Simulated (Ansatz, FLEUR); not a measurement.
GaP: 3 runs at one level of theory

```
CELL_PARAMETERS angstrom
0.00000 2.72525 2.72525
2.72525 0.00000 2.72525
2.72525 2.72525 0.00000
ATOMIC_POSITIONS crystal
Ga 0.00000 0.00000 0.00000
P 0.75000 0.75000 0.75000
```

Alike in all runs: task band structure; functional revPBE; k mesh 8 × 8 × 8; occupations fermi-dirac, width 0.05 eV; no spin polarisation; no spin-orbit coupling. Pressure is positive in compression and, in plane waves, holds the error of the finite cutoff, which Ansatz's Pulay term estimates and takes out. Gaps are the smaller of the mesh's and the band path's.

| program and potentials | plane-wave cutoff (eV) | notes | band gap (eV) | pressure (GPa) |
| --- | --- | --- | --- | --- |
| Ansatz, Ansatz PAW | 420 | potentials made for PBE, which Ansatz adapts in part; Pulay term of +0.04 GPa included | 1.66 | 4.04 |
| Ansatz, all-electron LAPW, scalar-relativistic | - | - | 1.66 | 4.01 |
| FLEUR, all-electron, FLAPW | - | - | 1.67 | - |

The band gap spans 1.66 (Ansatz, Ansatz PAW) to 1.67 eV (FLEUR, all-electron, FLAPW), with all-electron results at 1.66 to 1.67. The pressure spans 4.01 (Ansatz, all-electron LAPW, scalar-relativistic) to 4.04 GPa (Ansatz, Ansatz PAW), with all-electron results at 4.01. Some sets were made for another functional than the one run, which can shift their rows. The paths' points differ, which is worth about 0.01 eV.

The functional is the same throughout but for its coding, so the spread measures potentials, basis and numerics; runs on potential files found faulty are left out.

The three runs place the gap of GaP at 1.66 to 1.67 eV, so the choice between PAW and all-electron treatment hardly matters here. The pressures of 4.04 and 4.01 GPa agree equally well, though both come from one program. This suggests that the PAW description of the Ga and P cores is adequate for both quantities at this geometry.

The gap is clearly below the measured one. Agreement between the methods points to the functional rather than the basis: a semilocal Kohn-Sham gap lacks the derivative discontinuity of the exact exchange-correlation potential. The positive pressure means that revPBE favours a larger cell than the one used, which is close to the experimental one. Its strong exchange enhancement in regions of large density gradient favours lower density and weakens the Ga-P bonds.

Expansion to the equilibrium volume of revPBE would lower the conduction minimum at Γ relative to the valleys near X, so these results don't settle the size or character of the gap there.
